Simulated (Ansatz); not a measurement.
**Residual resistivity of an alloy: Re(0001) with 2 layers of random Re-V, 2x2**

Aim: the residual resistivity of a random alloy, from Re(0001) with 2 layers of random Re-V, 2x2 and longer regions.

Main program and level: Ansatz 0.2.0; Ansatz plane-wave DFT, PBE, PAW files; ballistic transport by layer matching (Landauer), zero bias; PAW set soft_1.

## 1. Starting point

The cell holds 48 atoms: 44 Re and 4 V. Cell: a = 5.522 Å, b = 5.522 Å, c = 26.749 Å, α = 90.0°, β = 90.0°, γ = 120.0°. It derives from Re. Regions: lead, 40 atoms (40 Re); scattering region, 8 atoms (4 V and 4 Re). The structure is stacked along c, and the current runs across the ab planes.

## 2. With 2 alloy layers

In 2 layers a share of 0.5 of the sites is given to V at random. The layers about the cell's end stay perfect and serve as the lead. Disorder leaves little or no symmetry, which makes such runs dear. Energies from -0.05 to 0.05 eV in steps of 0.05 eV are too few for the program's thermal sum, so it prints no conductance; for a metal the transmission near the Fermi level serves, at a fraction of the cost.

The input, input.yaml:

```yaml
crystal:
  lattice:
    - [5.5216, 0.0, 0.0]
    - [-2.7608, 4.7818458695, 0.0]
    - [0.0, 0.0, 26.7492]
  atoms:
    - { symbol: Re, position: [0.1666666667, 0.3333333333, 0.0416666667] }
    - { symbol: Re, position: [0.1666666667, 0.8333333333, 0.0416666667] }
    - { symbol: Re, position: [0.6666666667, 0.3333333333, 0.0416666667] }
    - { symbol: Re, position: [0.6666666667, 0.8333333333, 0.0416666667] }
    - { symbol: Re, position: [0.3333333333, 0.1666666667, 0.125] }
    - { symbol: Re, position: [0.3333333333, 0.6666666667, 0.125] }
    - { symbol: Re, position: [0.8333333333, 0.1666666667, 0.125] }
    - { symbol: Re, position: [0.8333333333, 0.6666666667, 0.125] }
    - { symbol: Re, position: [0.1666666667, 0.3333333333, 0.2083333333] }
    - { symbol: Re, position: [0.1666666667, 0.8333333333, 0.2083333333] }
    - { symbol: Re, position: [0.6666666667, 0.3333333333, 0.2083333333] }
    - { symbol: Re, position: [0.6666666667, 0.8333333333, 0.2083333333] }
    - { symbol: Re, position: [0.3333333333, 0.1666666667, 0.2916666667] }
    - { symbol: Re, position: [0.3333333333, 0.6666666667, 0.2916666667] }
    - { symbol: Re, position: [0.8333333333, 0.1666666667, 0.2916666667] }
    - { symbol: Re, position: [0.8333333333, 0.6666666667, 0.2916666667] }
    - { symbol: Re, position: [0.1666666667, 0.3333333333, 0.375] }
    - { symbol: Re, position: [0.1666666667, 0.8333333333, 0.375] }
    - { symbol: Re, position: [0.6666666667, 0.3333333333, 0.375] }
    - { symbol: Re, position: [0.6666666667, 0.8333333333, 0.375] }
    - { symbol: V, position: [0.3333333333, 0.1666666667, 0.4583333333] }
    - { symbol: Re, position: [0.3333333333, 0.6666666667, 0.4583333333] }
    - { symbol: Re, position: [0.8333333333, 0.1666666667, 0.4583333333] }
    - { symbol: V, position: [0.8333333333, 0.6666666667, 0.4583333333] }
    - { symbol: Re, position: [0.1666666667, 0.3333333333, 0.5416666667] }
    - { symbol: Re, position: [0.1666666667, 0.8333333333, 0.5416666667] }
    - { symbol: V, position: [0.6666666667, 0.3333333333, 0.5416666667] }
    - { symbol: V, position: [0.6666666667, 0.8333333333, 0.5416666667] }
    - { symbol: Re, position: [0.3333333333, 0.1666666667, 0.625] }
    - { symbol: Re, position: [0.3333333333, 0.6666666667, 0.625] }
    - { symbol: Re, position: [0.8333333333, 0.1666666667, 0.625] }
    - { symbol: Re, position: [0.8333333333, 0.6666666667, 0.625] }
    - { symbol: Re, position: [0.1666666667, 0.3333333333, 0.7083333333] }
    - { symbol: Re, position: [0.1666666667, 0.8333333333, 0.7083333333] }
    - { symbol: Re, position: [0.6666666667, 0.3333333333, 0.7083333333] }
    - { symbol: Re, position: [0.6666666667, 0.8333333333, 0.7083333333] }
    - { symbol: Re, position: [0.3333333333, 0.1666666667, 0.7916666667] }
    - { symbol: Re, position: [0.3333333333, 0.6666666667, 0.7916666667] }
    - { symbol: Re, position: [0.8333333333, 0.1666666667, 0.7916666667] }
    - { symbol: Re, position: [0.8333333333, 0.6666666667, 0.7916666667] }
    - { symbol: Re, position: [0.1666666667, 0.3333333333, 0.875] }
    - { symbol: Re, position: [0.1666666667, 0.8333333333, 0.875] }
    - { symbol: Re, position: [0.6666666667, 0.3333333333, 0.875] }
    - { symbol: Re, position: [0.6666666667, 0.8333333333, 0.875] }
    - { symbol: Re, position: [0.3333333333, 0.1666666667, 0.9583333333] }
    - { symbol: Re, position: [0.3333333333, 0.6666666667, 0.9583333333] }
    - { symbol: Re, position: [0.8333333333, 0.1666666667, 0.9583333333] }
    - { symbol: Re, position: [0.8333333333, 0.6666666667, 0.9583333333] }
kpoints:
  mp_grid: { grid: [5, 5, 1] }
hamiltonian:
  xc: pbe
  pseudopotentials: { kind: paw, azcp: { folder: soft_1 } }
scf:
  occupations: { method: fermi_dirac, width: 0.1 }
output:
  transmission:
    leads: [[0, 8]]
    kmesh: [10, 10]
    e_range: [-0.05, 0.05]
    de: 0.05
  write_potential: true
  write_density: true
  volumetric_format: npy
```

Started as:

```sh
$ ansatz run input.yaml --threads 4 --pin off --max-ram 15360MiB --backend cpu --events-out ev --progress --plain --runs-dir out
```

Numbers of over 12 decimals in the logs are rounded to 6 here.

Output:

```text
Engine: ansatz 0.2.0, x86_64-unknown-linux-gnu
Pseudopotentials: kind: paw
Pseudopotential: Re, paw, valence charge 15, recommended cutoff 420 eV (normal), soft_1/Re.paw.azcp
Pseudopotential: V, paw, valence charge 13, recommended cutoff 420 eV (normal), soft_1/V.paw.azcp
Functional definition: PBE
  parameter kappa = 0.804
  parameter beta = 0.066725
  exchange = pbe_x(kappa = kappa, mu = beta*pi^2/3)
  correlation = pbe_c(beta = beta)
Crystal: 48 atoms, lattice volume = 706.271 Å³
Basis set: ecut = 420 eV, 13787 PW (Γ)
Bands: 428, of which v1, the nominal top of the filled ones, is band 356 counted from 1 (355 counted from 0)
Symmetry: 2 space group operations
Space group: C2 (ITA 5), of the structure as read, at distance tolerance 8.9e-5 Å
k-points: 9 of 25 (time reversal used)
Non-local potential: Re, projectors of the file, l = 0: 3, l = 1: 2, l = 2: 2, l = 3: 1
Non-local potential: V, projectors of the file, l = 0: 3, l = 1: 2, l = 2: 3, l = 3: 1
PAW form: soft (Blöchl's): semilocal exchange-correlation on the pseudo side does not see the compensation charge
PAW one-centre angular grid: Re, 590 points (default); XC on 64 Gauss nodes
PAW one-centre angular grid: V, 590 points (default); XC on 64 Gauss nodes
Initial density: superposition of atomic densities (chi_scale 0.1, normalization cell, long waves of neutral atoms (reshape's long-wave potential 3.72 eV rms, cloud 3.04 Å wide))
Initial wavefunctions: pseudopotential atomic-orbital guess
Functional: x = pbe(κ = 0.804, μ = 0.219515), c = pbe(β = 0.066725)
SCF iter   1: F=—  HF=-489922.653815 eV  |F-HF|=—  |Δ(HF+E_count)|=         —  Δρ=1.36e-1  dr2=1.39e3  ethr=3.10e-3  ⟨swp⟩=5.0  Hψ=11456  notcnv=0  defer=1
preconditioner: auto → Kerker (q_TF=auto, 2.732 Å⁻¹)  [metal: Δε(μ)=0.010 eV  Ē_g=5.241 eV  σ=0.100 eV  W_gap=0.03  n_scr=268 (ndim 8)  ℏωp=25.3 eV  f_vac=0.000  D(μ)=44.64/eV (n_scr^D=430)]
SCF iter   2: F=—  HF=-489905.725952 eV  |F-HF|=—  |Δ(HF+E_count)|=    1.69e1  Δρ=7.25e-2  dr2=5.12e2  ethr=3.10e-3  ⟨swp⟩=3.0  Hψ=6294  notcnv=0  defer=151
SCF iter   3: F=—  HF=-489898.292986 eV  |F-HF|=—  |Δ(HF+E_count)|=    7.43e0  Δρ=1.54e-2  dr2=2.18e1  ethr=3.10e-3  ⟨swp⟩=3.1  Hψ=10120  notcnv=0  defer=121
SCF iter   4: F=—  HF=-489898.122378 eV  |F-HF|=—  |Δ(HF+E_count)|=   1.71e-1  Δρ=3.28e-3  dr2=1.84e-1  ethr=3.06e-3  ⟨swp⟩=1.0  Hψ=3731  notcnv=0  defer=121
SCF iter   5: F=—  HF=-489898.114981 eV  |F-HF|=—  |Δ(HF+E_count)|=   7.40e-3  Δρ=6.45e-4  dr2=5.25e-2  ethr=2.58e-5  ⟨swp⟩=2.1  Hψ=3908  notcnv=0  defer=121
SCF iter   6: F=—  HF=-489898.114232 eV  |F-HF|=—  |Δ(HF+E_count)|=   7.49e-4  Δρ=3.23e-4  dr2=1.65e-2  ethr=7.38e-6  ⟨swp⟩=1.0  Hψ=3817  notcnv=0  defer=122
SCF iter   7: F=—  HF=-489898.114017 eV  |F-HF|=—  |Δ(HF+E_count)|=   2.15e-4  Δρ=5.29e-5  dr2=5.82e-4  ethr=2.32e-6  ⟨swp⟩=1.0  Hψ=3722  notcnv=0  defer=122
SCF iter   8: F=—  HF=-489898.113985 eV  |F-HF|=—  |Δ(HF+E_count)|=   3.20e-5  Δρ=1.31e-5  dr2=2.38e-5  ethr=8.18e-8  ⟨swp⟩=1.0  Hψ=3722  notcnv=0  defer=122
SCF iter   9: F=—  HF=-489898.115559 eV  |F-HF|=—  |Δ(HF+E_count)|=   1.57e-3  Δρ=3.24e-6  dr2=1.81e-6  ethr=3.34e-9  ⟨swp⟩=1.0  Hψ=3822  notcnv=0  defer=122
SCF iter  10: F=-489898.115559 eV  HF=-489898.115559 eV  |F-HF|=6.12e-8  |Δ(HF+E_count)|=   2.10e-8  Δρ=9.25e-7  dr2=6.27e-8  ethr=1.40e-11  ⟨swp⟩=8.1  Hψ=10421  notcnv=0
SCF 1 converged in 10 iterations: F = -489898.115559 eV  dr2 = 6.27e-8
  greatest PAW one-centre occupation: 1.000 electrons in one spin orbital (limit 2), on the Re atom at site 36 (counted from 0), in its partial waves of l = 0
transmission: 261 of 2600 steps passed
transmission: 520 of 2600 steps passed
[...]
transmission: 2600 of 2600 steps passed
SCF converged after 10 iterations
Free energy (F): -489898.115559 eV
Harris-Foulkes:  -489898.115559 eV  (|F-HF|=6.12e-8)
Internal energy: -489896.645375 eV  (E = F + TS)
E sigma→0 (E₀):  -489897.380467 eV
Entropy (-TS):   -1.470185 eV (-30.629 meV/atom)
Fermi energy:    23.301650 eV
--- Per-component energies (eV) ---
  E_band       = -3838.310856
  E_kinetic    = 24196.197684
  E_local      = -38858.095886  (includes V_loc(G=0)·N_el)
  E_nonlocal   = 3851.486789
  E_hartree    = 13918.648057
  E_xc         = -16152.026898
  E_vxc        = -13350.745771  (∫ρ·V_xc dr)
  E_paw        = -387502.604766  (= ΣΔE_a)
  E_vpaw       = -7514.463406  (= ΣTr[D̂ρ^β])
  E_aug_tail   = 0.006539  (compensation charges beyond the density's cutoff)
  E_ewald      = -89350.256894
  E_smearing   = -1.470185  (= −TS)
  E_closure    = 0.000000  (closes the sum)
  Σ components = -489898.115559   (vs F -489898.115559, Δ=0.00e0)
--- Band table (eV; the first three rows and the last of 9) ---
  k-point 0: bands = [... 352 lower, 23.7894, 23.7979, 23.8095, 23.8177, 23.8829, 23.9145, 23.9250, 23.9721, ... 68 higher]
  k-point 1: bands = [... 352 lower, 23.4065, 23.4325, 23.4751, 23.4921, 23.5111, 23.5236, 23.5797, 23.6672, ... 68 higher]
  k-point 2: bands = [... 352 lower, 22.9711, 22.9967, 23.0486, 23.1018, 23.1080, 23.1585, 23.1718, 23.2791, ... 68 higher]
  k-point 8: bands = [... 352 lower, 23.0043, 23.0144, 23.0825, 23.0826, 23.1393, 23.1741, 23.2864, 23.4182, ... 68 higher]
--- Transmission ---
  basis      : 235 plane waves across, 50 finite elements along
  points     : 52, standing for a mesh of 10 x 10
  energies   : 3 from -0.050000 to 0.050000 eV about the Fermi level, 0.050000 eV apart; the leads are filled to 0.000000 eV, and channels, transmission and decay are at 0.000000 eV
  crystal 0  : Re8, at the sites [0, 8], period 4.4582 Å, over 22.29 Å; its Hamiltonian steps by up to 20.7 meV
    offset         : up to 0.0000 Å between an atom of the period and one for which it stands
    channels       : 5.280000e0 a spin
    conductance    : none, the energies end too early or step too widely for 300 K: set another output.transmission.e_range or a lower de, or, where they end at an eighth of basis.ecutwfc, a higher one
  junction   : crystal 0 to crystal 0, 0.70 to 22.99 Å
    transmission   : 2.877020e0 a spin
    conductance    : none, the energies end too early or step too widely for 300 K: set another output.transmission.e_range or a lower de, or, where they end at an eighth of basis.ecutwfc, a higher one
```

The job ended after 4.5 min (4 threads of Intel Xeon Platinum 8375C at 2.90GHz (Ice Lake), shared host; peak memory 6 GiB; 16 min of CPU time).

This run has no spin polarisation, although V can carry a moment.

This step gave:

```
free energy                                    : -489898.1156 eV
energy at zero smearing                        : -489897.3805 eV
Fermi energy                                   : 23.30 eV
cell area                                      : 26.40 Å²
transmission per spin nearest the Fermi level  : 2.877
open channels per spin nearest the Fermi level : 5.28
step of the lead's potential                   : 20.7 meV
```

Per spin. Table of transmission, zone mean by energy, zero at the Fermi level:

```tsv
energy (eV)	transmission, zone mean
-0.0500	2.84
0.0000	2.88
0.0500	3.04
```

Per spin. Table of open channels, zone mean, lead by energy, zero at the Fermi level:

```tsv
energy (eV)	open channels, zone mean, lead
-0.0500	5.32
0.0000	5.28
0.0500	5.14
```

Over the solved energies the transmission per spin lies between 2.84 and 3.04, out of 5.25 channels of the lead on average (up to 5.32).

## 3. With 6 alloy layers

In 6 layers a share of 0.5 of the sites is given to V at random. A fresh draw is used; the growth of the resistance with length is what counts.

System of this step: Re(0001) with 6 layers of random Re-V, 2x2. The cell holds 64 atoms: 52 Re and 12 V. Cell: a = 5.522 Å, b = 5.522 Å, c = 35.666 Å, α = 90.0°, β = 90.0°, γ = 120.0°. It derives from Re. Regions: lead, 40 atoms (40 Re); scattering region, 24 atoms (12 Re and 12 V). The structure is stacked along c, and the current runs across the ab planes.

The input, input.yaml:

```yaml
crystal:
  lattice:
    - [5.5216, 0.0, 0.0]
    - [-2.7608, 4.7818458695, 0.0]
    - [0.0, 0.0, 35.6656]
  atoms:
    - { symbol: Re, position: [0.1666666667, 0.3333333333, 0.03125] }
    - { symbol: Re, position: [0.1666666667, 0.8333333333, 0.03125] }
    - { symbol: Re, position: [0.6666666667, 0.3333333333, 0.03125] }
    - { symbol: Re, position: [0.6666666667, 0.8333333333, 0.03125] }
    - { symbol: Re, position: [0.3333333333, 0.1666666667, 0.09375] }
    - { symbol: Re, position: [0.3333333333, 0.6666666667, 0.09375] }
    - { symbol: Re, position: [0.8333333333, 0.1666666667, 0.09375] }
    - { symbol: Re, position: [0.8333333333, 0.6666666667, 0.09375] }
    - { symbol: Re, position: [0.1666666667, 0.3333333333, 0.15625] }
    - { symbol: Re, position: [0.1666666667, 0.8333333333, 0.15625] }
    - { symbol: Re, position: [0.6666666667, 0.3333333333, 0.15625] }
    - { symbol: Re, position: [0.6666666667, 0.8333333333, 0.15625] }
    - { symbol: Re, position: [0.3333333333, 0.1666666667, 0.21875] }
    - { symbol: Re, position: [0.3333333333, 0.6666666667, 0.21875] }
    - { symbol: Re, position: [0.8333333333, 0.1666666667, 0.21875] }
    - { symbol: Re, position: [0.8333333333, 0.6666666667, 0.21875] }
    - { symbol: Re, position: [0.1666666667, 0.3333333333, 0.28125] }
    - { symbol: Re, position: [0.1666666667, 0.8333333333, 0.28125] }
    - { symbol: Re, position: [0.6666666667, 0.3333333333, 0.28125] }
    - { symbol: Re, position: [0.6666666667, 0.8333333333, 0.28125] }
    - { symbol: Re, position: [0.3333333333, 0.1666666667, 0.34375] }
    - { symbol: Re, position: [0.3333333333, 0.6666666667, 0.34375] }
    - { symbol: V, position: [0.8333333333, 0.1666666667, 0.34375] }
    - { symbol: Re, position: [0.8333333333, 0.6666666667, 0.34375] }
    - { symbol: V, position: [0.1666666667, 0.3333333333, 0.40625] }
    - { symbol: Re, position: [0.1666666667, 0.8333333333, 0.40625] }
    - { symbol: V, position: [0.6666666667, 0.3333333333, 0.40625] }
    - { symbol: Re, position: [0.6666666667, 0.8333333333, 0.40625] }
    - { symbol: V, position: [0.3333333333, 0.1666666667, 0.46875] }
    - { symbol: V, position: [0.3333333333, 0.6666666667, 0.46875] }
    - { symbol: Re, position: [0.8333333333, 0.1666666667, 0.46875] }
    - { symbol: V, position: [0.8333333333, 0.6666666667, 0.46875] }
    - { symbol: V, position: [0.1666666667, 0.3333333333, 0.53125] }
    - { symbol: Re, position: [0.1666666667, 0.8333333333, 0.53125] }
    - { symbol: Re, position: [0.6666666667, 0.3333333333, 0.53125] }
    - { symbol: V, position: [0.6666666667, 0.8333333333, 0.53125] }
    - { symbol: V, position: [0.3333333333, 0.1666666667, 0.59375] }
    - { symbol: Re, position: [0.3333333333, 0.6666666667, 0.59375] }
    - { symbol: V, position: [0.8333333333, 0.1666666667, 0.59375] }
    - { symbol: Re, position: [0.8333333333, 0.6666666667, 0.59375] }
    - { symbol: V, position: [0.1666666667, 0.3333333333, 0.65625] }
    - { symbol: V, position: [0.1666666667, 0.8333333333, 0.65625] }
    - { symbol: Re, position: [0.6666666667, 0.3333333333, 0.65625] }
    - { symbol: Re, position: [0.6666666667, 0.8333333333, 0.65625] }
    - { symbol: Re, position: [0.3333333333, 0.1666666667, 0.71875] }
    - { symbol: Re, position: [0.3333333333, 0.6666666667, 0.71875] }
    - { symbol: Re, position: [0.8333333333, 0.1666666667, 0.71875] }
    - { symbol: Re, position: [0.8333333333, 0.6666666667, 0.71875] }
    - { symbol: Re, position: [0.1666666667, 0.3333333333, 0.78125] }
    - { symbol: Re, position: [0.1666666667, 0.8333333333, 0.78125] }
    - { symbol: Re, position: [0.6666666667, 0.3333333333, 0.78125] }
    - { symbol: Re, position: [0.6666666667, 0.8333333333, 0.78125] }
    - { symbol: Re, position: [0.3333333333, 0.1666666667, 0.84375] }
    - { symbol: Re, position: [0.3333333333, 0.6666666667, 0.84375] }
    - { symbol: Re, position: [0.8333333333, 0.1666666667, 0.84375] }
    - { symbol: Re, position: [0.8333333333, 0.6666666667, 0.84375] }
    - { symbol: Re, position: [0.1666666667, 0.3333333333, 0.90625] }
    - { symbol: Re, position: [0.1666666667, 0.8333333333, 0.90625] }
    - { symbol: Re, position: [0.6666666667, 0.3333333333, 0.90625] }
    - { symbol: Re, position: [0.6666666667, 0.8333333333, 0.90625] }
    - { symbol: Re, position: [0.3333333333, 0.1666666667, 0.96875] }
    - { symbol: Re, position: [0.3333333333, 0.6666666667, 0.96875] }
    - { symbol: Re, position: [0.8333333333, 0.1666666667, 0.96875] }
    - { symbol: Re, position: [0.8333333333, 0.6666666667, 0.96875] }
kpoints:
  mp_grid: { grid: [5, 5, 1] }
hamiltonian:
  xc: pbe
  pseudopotentials: { kind: paw, azcp: { folder: soft_1 } }
scf:
  occupations: { method: fermi_dirac, width: 0.1 }
output:
  transmission:
    leads: [[0, 8]]
    kmesh: [10, 10]
    e_range: [-0.05, 0.05]
    de: 0.05
  write_potential: true
  write_density: true
  volumetric_format: npy
```

Output:

```text
[...]
Crystal: 64 atoms, lattice volume = 941.695 Å³
Basis set: ecut = 420 eV, 18377 PW (Γ)
Bands: 562, of which v1, the nominal top of the filled ones, is band 468 counted from 1 (467 counted from 0)
Symmetry: 1 space group operations
[...]
k-points: 13 of 25 (time reversal used)
[...]
SCF iter   1: F=—  HF=-600190.428439 eV  |F-HF|=—  |Δ(HF+E_count)|=         —  Δρ=1.52e-1  dr2=7.28e3  ethr=3.10e-3  ⟨swp⟩=4.8  Hψ=21618  notcnv=0  defer=2
[...]
SCF iter  10: F=-600149.841196 eV  HF=-600149.841196 eV  |F-HF|=2.32e-8  |Δ(HF+E_count)|=   2.37e-8  Δρ=1.02e-6  dr2=2.55e-8  ethr=1.07e-11  ⟨swp⟩=6.9  Hψ=17265  notcnv=0
SCF 1 converged in 10 iterations: F = -600149.841196 eV  dr2 = 2.55e-8
[...]
transmission: 339 of 3380 steps passed
transmission: 676 of 3380 steps passed
[...]
transmission: 3380 of 3380 steps passed
SCF converged after 10 iterations
Free energy (F): -600149.841196 eV
[...]
Internal energy: -600147.492061 eV  (E = F + TS)
E sigma→0 (E₀):  -600148.666628 eV
Entropy (-TS):   -2.349135 eV (-36.705 meV/atom)
Fermi energy:    22.379788 eV
[...]
--- Band table (eV; the first three rows and the last of 13) ---
  k-point 0: bands = [... 464 lower, 22.6762, 22.6785, 22.7528, 22.7842, 22.9377, 22.9567, 23.0040, 23.0178, ... 90 higher]
  k-point 1: bands = [... 464 lower, 22.4902, 22.5178, 22.5378, 22.5713, 22.5873, 22.5977, 22.6299, 22.6509, ... 90 higher]
  k-point 2: bands = [... 464 lower, 22.1341, 22.1685, 22.1918, 22.2256, 22.2501, 22.2822, 22.3258, 22.3412, ... 90 higher]
  k-point 12: bands = [... 464 lower, 22.1694, 22.2048, 22.2426, 22.2601, 22.2996, 22.3179, 22.3565, 22.3757, ... 90 higher]
--- Transmission ---
  basis      : 235 plane waves across, 65 finite elements along
  points     : 52, standing for a mesh of 10 x 10
[...]
channels       : 5.380000e0 a spin
[...]
junction   : crystal 0 to crystal 0, 0.70 to 31.91 Å
    transmission   : 2.122913e0 a spin
[...]
```

It took 8.2 min on 4 threads; peak memory 10 GiB; 30 min of CPU time.

Numbers from this step:

```yaml
free_energy: -600149.8412 eV
energy_at_zero_smearing: -600148.6666 eV
fermi_energy: 22.38 eV
transmission_per_spin_nearest_the_fermi_level: 2.123
open_channels_per_spin_nearest_the_fermi_level: 5.38
step_of_the_lead_s_potential: 21.5 meV
```

Per spin. Table of transmission, zone mean by energy, zero at the Fermi level:

```tsv
energy (eV)	transmission, zone mean
-0.0500	2.07
0.0000	2.12
0.0500	2.14
```

Over the solved energies the transmission per spin lies between 2.07 and 2.14, out of 5.26 channels of the lead on average (up to 5.38).

(Continued in part 2 of 2.)

[Logs are printed without paths, hosts, clocks, repeated set-up lines and the standing remarks that a program may print on its own settings, such as how far it seeks lower states.]

[Hosts, paths, dates, database ids (printed as entryN), source tags and the programs' standing remarks are cut or masked in the printed files.]
